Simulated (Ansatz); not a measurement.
# CoO (R3m) in Ansatz: a series of runs

The runs below take CoO through band structure, density of states, with PBEsol+D3(BJ)+U, RPBE+D4+U, m-r2SCAN.

All numbers are computed with Ansatz 0.2.0; they aren't measurements. Logs are shortened: lines on timing, memory, paths and dates and some standing lists are left out, and cuts for length are marked.

## 1. The undisturbed crystal

Symmetry: R3m, No. 160, trigonal system. Conventional cell: a = 3.204 Å, b = 3.204 Å, c = 7.699 Å, α = 90.00°, β = 90.00°, γ = 120.00°. Co (site symmetry 3m) is surrounded by 4 O at 1.91 to 1.96 Å. O (site symmetry 3m) is surrounded by 4 Co at 1.91 to 1.96 Å.

Measurements of this composition are mostly on another form, of space group No. 225.

## 2. Band structure, PBEsol+D3(BJ)+U, collinear spin, program default start (volume scaled by 1.25)

File input.yaml:

```yaml
crystal:
  lattice:
    - [1.725939005, 0.9964713491, 2.76464696]
    - [-1.725939005, 0.9964713491, 2.76464696]
    - [0.0, -1.9929426983, 2.76464696]
  atoms:
    - { symbol: Co, position: [0.99897832, 0.99897832, 0.99897832] }
    - { symbol: O, position: [0.75102103, 0.75102103, 0.75102103] }
hamiltonian:
  xc: pbesol
  pseudopotentials: { kind: paw }
  dispersion: d3bj
  hubbard: { sites: [{ species: Co, l: d, u_eff: 4.0 }], double_counting: amf }
magnetization:
  spin_polarized: true
kpoints:
  mp_grid: { grid: [9, 9, 9] }
  band_path:
    path:
      - [[0.0, 0.0, 0.0], [0.5, 0.0, 0.0], [0.5, 0.2532748666, -0.2532748666]]
      - [[0.7467251334, 0.5, 0.2532748666], [0.5, 0.5, 0.5], [0.0, 0.0, 0.0], [0.3766374333, 0.0, -0.3766374333]]
      - [[0.6233625667, 0.3766374333, 0.0], [0.5, 0.5, 0.0], [0.6233625667, 0.6233625667, 0.2532748666], [0.5, 0.5, 0.5]]
      - [[0.5, 0.0, 0.0], [0.7467251334, 0.3766374333, 0.3766374333]]
    npoints: 14
scf:
  occupations: { method: fermi_dirac, width: 0.01 }
  n_extra_bands: 6
output:
  forces: true
  stress: true
  eigenvalues: true
  fatbands: true
```

Potentials or basis: Ansatz PAW.

Launch:

```
$ ansatz run input.yaml --threads 2 --pin off --max-ram 5120MiB --backend cpu --events-out ev --progress --plain --runs-dir out
```

Standard output:

```text
Warning: RAYON_NUM_THREADS=2 ignored (pool sized by the plan → 2); use --threads N
Co: projections on atomic orbitals take those of the free atom [Ne] 3s2 3p6 3d7 4s2, of charge +0.00 (hamiltonian.pseudopotentials.projection_atoms); the dataset's partial waves leave at most 1.4e-6 of an orbital's norm unspanned inside its sphere
O: projections on atomic orbitals take those of the free atom [He] 2s2 2p4, of charge +0.00 (hamiltonian.pseudopotentials.projection_atoms); the dataset's partial waves leave at most 1.9e-8 of an orbital's norm unspanned inside its sphere
scf.n_extra_bands = 6 over 12 filled bands (N_el = 23.0): the run solves 18 bands
Engine: ansatz 0.2.0, aarch64-unknown-linux-gnu
Pseudopotentials: kind: paw
Pseudopotential: Co, paw, valence charge 17, recommended cutoff 420 eV (normal), Co.paw.azcp
Pseudopotential: O, paw, valence charge 6, recommended cutoff 420 eV (normal), O.paw.azcp
Functional definition: PBEsol
  exchange = pbesol_x
  correlation = pbesol_c
Crystal: 2 atoms, lattice volume = 28.529 Å³
Basis set: ecut = 420 eV, 537 PW (Γ), exchange–correlation on 48×48×48 points (8 copies of the dense FFT grid, shifted against one another)
Bands: 18, of which v1, the nominal top of the filled ones, is band 12 counted from 1 (11 counted from 0)
Symmetry: 6 space group operations
Space group: R3m (ITA 160), of the structure as read, at distance tolerance 3.1e-5 Å
k-points: 85 of 729 (time reversal used)
Non-local potential: Co, projectors of the file, l = 0: 3, l = 1: 2, l = 2: 3, l = 3: 1
Non-local potential: O, projectors of the file, l = 0: 2, l = 1: 2, l = 2: 1
PAW form: soft (Blöchl's): semilocal exchange-correlation on the pseudo side does not see the compensation charge
PAW frozen core: Co, regenerated for the run's functional, and the local potential with it (the file was generated under x = pbe(κ = 0.804, μ = 0.2195149727645171), c = pbe(β = 0.06672455060314922))
PAW frozen core: O, regenerated for the run's functional, and the local potential with it (the file was generated under x = pbe(κ = 0.804, μ = 0.2195149727645171), c = pbe(β = 0.06672455060314922))
PAW one-centre angular grid: Co, 590 points (default); XC on 64 Gauss nodes
PAW one-centre angular grid: O, 110 points (default); XC on 64 Gauss nodes
Initial density: superposition of atomic densities (chi_scale 0.1, normalization cell, long waves kept (reshape's long-wave potential 0.00 eV rms))
Initial wavefunctions: pseudopotential atomic-orbital guess
Functional: x = pbesol(κ = 0.804, μ = 0.12345679012345678), c = pbesol(β = 0.046)
SCF iter   1: F=—  HF=-5657.314895 eV  |F-HF|=—  |Δ(HF+E_count)|=         —  Δρ=2.55e-1 (↑2.55e-1 ↓2.55e-1)  dr2=6.39e1  dr2_m=0.00e0  M=0.000 μB ∫|m|=0.000 μB  β_m=0.30  ethr=3.10e-3  ⟨swp⟩=5.0  Hψ=6904  notcnv=0
preconditioner: auto → Kerker (q_TF=auto, 2.632 Å⁻¹)  [metal: Δε(μ)=0.027 eV  Ē_g=13.517 eV  σ=0.010 eV  W_gap=0.47  n_scr=14 (ndim 8)  ℏωp=26.9 eV  f_vac=0.007  D(μ)=1.63/eV (n_scr^D=14)]
spin=Collinear: Kerker preconditioning applied to the charge; magnetization (m = ρ↑ − ρ↓) channel mixes plain (no charge-response kernel on spin).
SCF iter   2: F=—  HF=-5652.956816 eV  |F-HF|=—  |Δ(HF+E_count)|=    4.36e0  Δρ=1.26e-1 (↑1.26e-1 ↓1.26e-1)  dr2=9.40e0  dr2_m=0.00e0  M=0.000 μB ∫|m|=0.000 μB  β_m=0.25  ethr=3.10e-3  ⟨swp⟩=3.0  Hψ=4259  notcnv=0  defer=146
SCF iter   3: F=—  HF=-5650.307797 eV  |F-HF|=—  |Δ(HF+E_count)|=    2.65e0  Δρ=2.83e-1 (↑2.10e-1 ↓2.83e-1)  dr2=1.75e0  dr2_m=1.55e1  M=3.178 μB ∫|m|=3.178 μB  ethr=3.10e-3  ⟨swp⟩=2.5  Hψ=3718  notcnv=0  defer=99
Mixer restart at iter 3: flushing history
SCF iter   4: F=—  HF=-5652.411663 eV  |F-HF|=—  |Δ(HF+E_count)|=         —  Δρ=7.13e-2 (↑4.05e-2 ↓7.13e-2)  dr2=2.07e0  dr2_m=8.63e-2  M=3.035 μB ∫|m|=3.037 μB  β_m=0.25  ethr=3.10e-3  ⟨swp⟩=4.0  Hψ=7906  notcnv=0  defer=72
SCF iter   5: F=—  HF=-5652.442508 eV  |F-HF|=—  |Δ(HF+E_count)|=   3.08e-2  Δρ=3.88e-2 (↑1.80e-2 ↓3.88e-2)  dr2=4.29e-1  dr2_m=5.60e-2  M=3.001 μB ∫|m|=3.002 μB  β_m=0.46  ethr=3.10e-3  ⟨swp⟩=2.0  Hψ=5317  notcnv=0  defer=292
SCF iter   6: F=—  HF=-5653.398274 eV  |F-HF|=—  |Δ(HF+E_count)|=   9.56e-1  Δρ=3.56e-2 (↑1.14e-2 ↓3.56e-2)  dr2=3.08e-1  dr2_m=5.37e-2  M=3.000 μB ∫|m|=3.004 μB  β_m=0.52  ethr=1.87e-3  ⟨swp⟩=2.0  Hψ=5033  notcnv=0  defer=316
SCF iter   7: F=—  HF=-5653.824772 eV  |F-HF|=—  |Δ(HF+E_count)|=   4.26e-1  Δρ=1.20e-2 (↑6.12e-3 ↓1.20e-2)  dr2=3.85e-2  dr2_m=1.55e-2  M=3.000 μB ∫|m|=3.005 μB  β_m=0.64  ethr=1.34e-3  ⟨swp⟩=2.3  Hψ=5316  notcnv=0  defer=324
SCF iter   8: F=—  HF=-5653.829922 eV  |F-HF|=—  |Δ(HF+E_count)|=   5.15e-3  Δρ=7.72e-3 (↑3.08e-3 ↓7.72e-3)  dr2=2.19e-2  dr2_m=3.87e-3  M=3.000 μB ∫|m|=3.005 μB  β_m=0.82  ethr=1.67e-4  ⟨swp⟩=2.0  Hψ=5050  notcnv=0  defer=328
SCF iter   9: F=—  HF=-5653.831096 eV  |F-HF|=—  |Δ(HF+E_count)|=   1.17e-3  Δρ=1.24e-3 (↑1.24e-3 ↓1.12e-3)  dr2=1.19e-3  dr2_m=1.25e-4  M=3.000 μB ∫|m|=3.004 μB  β_m=0.91  ethr=9.52e-5  ⟨swp⟩=2.5  Hψ=4311  notcnv=0  defer=328
SCF iter  10: F=—  HF=-5653.831793 eV  |F-HF|=—  |Δ(HF+E_count)|=   6.97e-4  Δρ=1.16e-3 (↑6.07e-4 ↓1.16e-3)  dr2=5.89e-4  dr2_m=5.78e-5  M=3.000 μB ∫|m|=3.004 μB  β_m=0.85  ethr=5.18e-6  ⟨swp⟩=2.0  Hψ=4749  notcnv=0  defer=328
SCF iter  11: F=—  HF=-5653.831753 eV  |F-HF|=—  |Δ(HF+E_count)|=   4.02e-5  Δρ=6.25e-4 (↑1.46e-4 ↓6.25e-4)  dr2=9.95e-5  dr2_m=2.91e-5  M=3.000 μB ∫|m|=3.004 μB  β_m=0.92  ethr=2.56e-6  ⟨swp⟩=2.6  Hψ=4678  notcnv=0  defer=328
SCF iter  12: F=—  HF=-5653.831779 eV  |F-HF|=—  |Δ(HF+E_count)|=   2.63e-5  Δρ=1.86e-4 (↑1.57e-4 ↓1.86e-4)  dr2=1.10e-5  dr2_m=1.67e-6  M=3.000 μB ∫|m|=3.004 μB  β_m=0.96  ethr=4.33e-7  ⟨swp⟩=2.1  Hψ=4473  notcnv=0  defer=328
SCF iter  13: F=—  HF=-5653.831787 eV  |F-HF|=—  |Δ(HF+E_count)|=   8.20e-6  Δρ=8.17e-5 (↑3.23e-5 ↓8.17e-5)  dr2=1.34e-6  dr2_m=3.48e-7  M=3.000 μB ∫|m|=3.004 μB  β_m=0.98  ethr=4.77e-8  ⟨swp⟩=2.2  Hψ=4610  notcnv=0  defer=328
SCF iter  14: F=—  HF=-5653.831790 eV  |F-HF|=—  |Δ(HF+E_count)|=   2.59e-6  Δρ=2.82e-5 (↑1.25e-5 ↓2.82e-5)  dr2=2.90e-7  dr2_m=3.58e-8  M=3.000 μB ∫|m|=3.004 μB  β_m=0.99  ethr=5.83e-9  ⟨swp⟩=2.0  Hψ=4662  notcnv=0  defer=328
iter 15 met the thresholds in force, and the SCF goes on: an eigenvalue changes by 0.56 meV, over its tolerance of 0.50 meV (output.eigenvalues, Limitations)
SCF iter  15: F=-5653.831790 eV  HF=-5653.831790 eV  |F-HF|=7.49e-9  |Δ(HF+E_count)|=   2.76e-7  Δρ=4.80e-6 (↑4.80e-6 ↓4.32e-6)  dr2=1.77e-8  dr2_m=5.76e-10  M=3.000 μB ∫|m|=3.004 μB  β_m=1.00  ethr=4.35e-10  ⟨swp⟩=9.1  Hψ=14099  notcnv=0
SCF iter  16: F=-5653.831790 eV  HF=-5653.831790 eV  |F-HF|=3.82e-11  |Δ(HF+E_count)|=   1.51e-8  Δρ=2.08e-6 (↑1.26e-6 ↓2.08e-6)  dr2=2.10e-9  dr2_m=7.63e-11  M=3.000 μB ∫|m|=3.004 μB  ethr=7.67e-11  ⟨swp⟩=2.1  Hψ=8555  notcnv=0
SCF 1 converged in 16 iterations: F = -5653.831790 eV  dr2 = 2.10e-9
Symmetry: 3 space group operations
k-points: 125 of 729 (time reversal used)
Initial density: read from a saved state, or passed on in memory by an earlier SCF of this step, an earlier step, the calling program or the single point that the run made first
iter 1 solved again at ethr=3.93e-10 eV; its pass at ethr=4.35e-6 eV (dr2=9.03e-8 eV) is discarded
SCF iter   1: F=—  HF=-5653.831790 eV  |F-HF|=—  |Δ(HF+E_count)|=         —  Δρ=2.08e-6 (↑1.23e-6 ↓2.08e-6)  dr2=2.08e-9  dr2_m=7.84e-11  M=3.000 μB ∫|m|=3.004 μB  ethr=3.93e-10  ⟨swp⟩=1.0  Hψ=43448  notcnv=0
preconditioner: auto → none  [insulator: Δε(μ)=0.085 eV  Ē_g=13.343 eV  σ=0.010 eV  W_gap=0.96  n_scr=14 (ndim 8)  ℏωp=26.9 eV  f_vac=0.103  D(μ)=0.01/eV (n_scr^D=0)  ε∞_Penn≈5.1]
SCF iter   2: F=—  HF=-5653.828482 eV  |F-HF|=—  |Δ(HF+E_count)|=   3.31e-3  Δρ=1.07e-3 (↑4.96e-4 ↓1.07e-3)  dr2=4.26e-4  dr2_m=3.05e-5  M=3.000 μB ∫|m|=3.004 μB  ethr=4.35e-6  ⟨swp⟩=1.0  Hψ=22712  notcnv=0
SCF iter   3: F=—  HF=-5653.831791 eV  |F-HF|=—  |Δ(HF+E_count)|=   3.31e-3  Δρ=1.27e-4 (↑1.16e-4 ↓1.27e-4)  dr2=1.02e-5  dr2_m=1.02e-7  M=3.000 μB ∫|m|=3.004 μB  ethr=3.71e-6  ⟨swp⟩=1.0  Hψ=11120  notcnv=0
SCF iter   4: F=-5653.831790 eV  HF=-5653.831790 eV  |F-HF|=3.70e-9  |Δ(HF+E_count)|=   4.44e-7  Δρ=2.34e-6 (↑2.15e-6 ↓2.34e-6)  dr2=4.11e-9  dr2_m=2.18e-11  M=3.000 μB ∫|m|=3.004 μB  ethr=4.35e-10  ⟨swp⟩=1.0  Hψ=10012  notcnv=0
SCF 2 converged in 4 iterations: F = -5653.831790 eV  dr2 = 4.11e-9
an SCF along what the orbitals of the run's state read of its open shells (or to have them read: on a GPU, or by another smearing), with 3 of the crystal's symmetry operations given up (125 k-points in place of 85), reached no lower state that the run goes on to. This is no proof of a minimum
NSCF: frozen V_eff on 130 k-points
SCF converged after 16 iterations
an eigenvalue changed by more than its tolerance at an iteration that met the thresholds in force, so the SCF went on 1 time: the last check found none over its tolerance
Magnetization: 3.0000 μB (13.0000 up, 10.0000 down)
Absolute magnetization: 3.0023 μB (∫|ρ↑−ρ↓|, with the PAW one-centre terms)
Spin contamination: 0.0042 ħ² per cell (⟨S²⟩ above its minimum at these occupations)
Per-site moments (μB) at R_I (Å): [(2.515073965930907, 0.8483240304103183), (0.1685192128631606, 0.8483240304103183)]
Free energy (F): -5653.831790 eV
Harris-Foulkes:  -5653.831790 eV  (|F-HF|=3.82e-11)
Internal energy: -5653.831785 eV  (E = F + TS)
E sigma→0 (E₀):  -5653.831787 eV
Entropy (-TS):   -0.000006 eV (-0.003 meV/atom)
Fermi energy:    7.441519 eV
--- Per-component energies (eV) ---
  E_band       = -442.222072
  E_kinetic    = 610.797134
  E_local      = -4173.515320  (includes V_loc(G=0)·N_el)
  E_nonlocal   = 514.256219
  E_hartree    = 1711.833923
  E_xc         = -223.896169
  E_vxc        = -289.028510  (∫ρ·V_xc dr)
  E_hubbard    = -1.918607  (on-site DFT+U / exact-exchange correction)
  E_vhub       = -3.837222  (the Hubbard potential's part of the band-sum identity)
  E_paw        = -1637.125592  (= ΣΔE_a)
  E_vpaw       = -524.562820  (= ΣTr[D̂ρ^β])
  E_aug_tail   = 0.002414  (compensation charges beyond the density's cutoff)
  E_ewald      = -2454.198259
  E_disp       = -0.291234  (pairwise vdW)
  E_core_change = 0.223707  (= ΣΔE_core)
  E_smearing   = -0.000006  (= −TS)
  E_closure    = -0.000000  (closes the sum)
  Σ components = -5653.831790   (vs F -5653.831790, Δ=0.00e0)
DFT+U double counting: amf (around mean field; hamiltonian.hubbard.double_counting)
--- Forces (eV/Å), atoms counted from 1 ---
  atom   1  Co     0.00000000    -0.00000000     0.09950578
  atom   2  O      0.00000000     0.00000000    -0.09950303
  max |Σ_I F_I| component: 2.75e-6 eV/Å
--- Stress (GPa, compression-positive) ---
      -20.330718      -0.000000      -0.000000
        0.000000     -20.330718      -0.000000
        0.000000      -0.000000     -17.956534
  P = ⅓ Tr σ = -19.5393 GPa (-195.393 kbar)
--- Band table (eV; the first three rows and the last of 170) ---
  k-point 0 ↑: bands = ["-89.0769", "-52.5062", "-52.4583", "-52.4583", "-10.4350", "2.4677", "2.5250", "2.5250", "5.3009", "5.3009", "7.2440", "7.3825", "7.3825", "7.4738", "19.7159", "19.7159", "20.1940", "25.3102"]
  k-point 1 ↑: bands = ["-89.0769", "-52.5064", "-52.4590", "-52.4584", "-10.3867", "2.4075", "2.5199", "2.5641", "5.2768", "5.2801", "6.6623", "7.3272", "7.3890", "8.1618", "18.7510", "19.7807", "20.2009", "24.2969"]
  k-point 2 ↑: bands = ["-89.0768", "-52.5071", "-52.4607", "-52.4587", "-10.2630", "2.2210", "2.6234", "2.6624", "5.2294", "5.2400", "5.9520", "7.1779", "7.2188", "9.3018", "16.9371", "19.7971", "20.1657", "23.4604"]
  k-point 84 ↓: bands = ["-85.9343", "-49.4081", "-49.3888", "-49.3883", "-9.6139", "2.7446", "3.7196", "3.8459", "5.6977", "5.7167", "9.1073", "10.0077", "10.1034", "13.2032", "14.8803", "19.0822", "20.1761", "24.0321"]
Occupation matrices written to <dir>
```

Wall time 25 s (2 threads of Arm Neoverse V1, shared host); peak memory 0.64 GiB.

Results:

- Free energy: -5653.8318 eV
- Pressure: -19.5 GPa
- Largest force: 0.100 eV/Å
- Band gap on the k mesh: 0.08 eV, indirect (least direct gap 0.09 eV)
- Band gap along the path: 0.02 eV, indirect (least direct gap 0.09 eV)
- Net moment: 3.00 μB per cell
- Absolute moment: 3.00 μB per cell
- Site moments: Co +2.52; O +0.17 μB

Forces on the atoms (eV/Å):
```
Co   0.000  0.000  0.100
O    0.000  0.000 -0.100
```

Levels at the corners of the path, in eV from the valence-band top:
Spin up:
```
point  band 10  band 11  band 12  band 13  band 14  band 15  band 16  band 17
    Γ    -2.15    -0.20    -0.07    -0.07     0.02    12.27    12.27    12.75
    L    -2.23    -2.21    -0.63    -0.63     4.67     6.21    11.89    12.21
   B1    -2.83    -2.68    -1.82    -1.00     6.13     7.94     9.42     9.67
    B    -2.83    -2.68    -1.82    -1.00     6.13     7.94     9.42     9.67
    Z    -2.27    -2.27    -0.72    -0.72     4.67     6.44    11.83    11.83
    Γ    -2.15    -0.20    -0.07    -0.07     0.02    12.27    12.27    12.75
    X    -2.74    -2.29    -1.36    -1.22     5.65     7.60     8.90    12.37
    Q    -2.74    -2.29    -1.36    -1.22     5.65     7.60     8.90    12.37
    F    -2.03    -1.92    -1.85    -1.53     4.48     8.03    10.12    12.21
   P1    -2.72    -2.37    -1.35    -1.26     5.73     7.57     8.94    12.09
    Z    -2.27    -2.27    -0.72    -0.72     4.67     6.44    11.83    11.83
    L    -2.23    -2.21    -0.63    -0.63     4.67     6.21    11.89    12.21
    P    -2.72    -2.37    -1.35    -1.26     5.73     7.57     8.94    12.09
```
Spin down:
| point | band 7 | band 8 | band 9 | band 10 | band 11 | band 12 | band 13 | band 14 |
| --- | --- | --- | --- | --- | --- | --- | --- | --- |
| Γ | -3.00 | -3.00 | -2.62 | -2.62 | 0.54 | 3.34 | 3.34 | 3.38 |
| L | -3.61 | -3.56 | -1.89 | -1.79 | 1.85 | 2.77 | 2.79 | 5.35 |
| B1 | -4.12 | -3.12 | -2.11 | -1.48 | 1.13 | 2.28 | 2.31 | 7.40 |
| B | -4.12 | -3.12 | -2.11 | -1.48 | 1.13 | 2.28 | 2.31 | 7.40 |
| Z | -3.62 | -3.62 | -1.74 | -1.74 | 1.72 | 2.69 | 2.69 | 5.33 |
| Γ | -3.00 | -3.00 | -2.62 | -2.62 | 0.54 | 3.34 | 3.34 | 3.38 |
| X | -3.65 | -3.36 | -2.01 | -1.59 | 1.22 | 2.28 | 2.45 | 6.86 |
| Q | -3.65 | -3.36 | -2.01 | -1.59 | 1.22 | 2.28 | 2.45 | 6.86 |
| F | -3.00 | -2.99 | -2.38 | -1.65 | 1.12 | 2.34 | 2.37 | 5.80 |
| P1 | -3.69 | -3.40 | -1.93 | -1.60 | 1.18 | 2.28 | 2.41 | 6.93 |
| Z | -3.62 | -3.62 | -1.74 | -1.74 | 1.72 | 2.69 | 2.69 | 5.33 |
| L | -3.61 | -3.56 | -1.89 | -1.79 | 1.85 | 2.77 | 2.79 | 5.35 |
| P | -3.69 | -3.40 | -1.93 | -1.60 | 1.18 | 2.28 | 2.41 | 6.93 |

Eigenvalues of the final occupation matrices:
```
  site  spin  trace               eigenvalues
site 1     1   4.98  0.99 0.99 0.99 1.00 1.00
site 1     2   2.28  0.10 0.10 0.10 0.99 0.99
```

Caveat: the magnetic or orbital state may not be the lowest; the k mesh misses the band edges, so the gap on the mesh is wider than the one along the path; the pressure holds a Pulay correction of +0.5 GPa for the finite cutoff; a cell with one magnetic atom can't hold antiferromagnetic order, which such compounds often take; the PAW data sets come from PBE, with cores solved anew for the run's functional, which leaves a small shift of forces and pressure. The state reached can hang on the start; a lower one may exist.

[end of part 1 of 2]
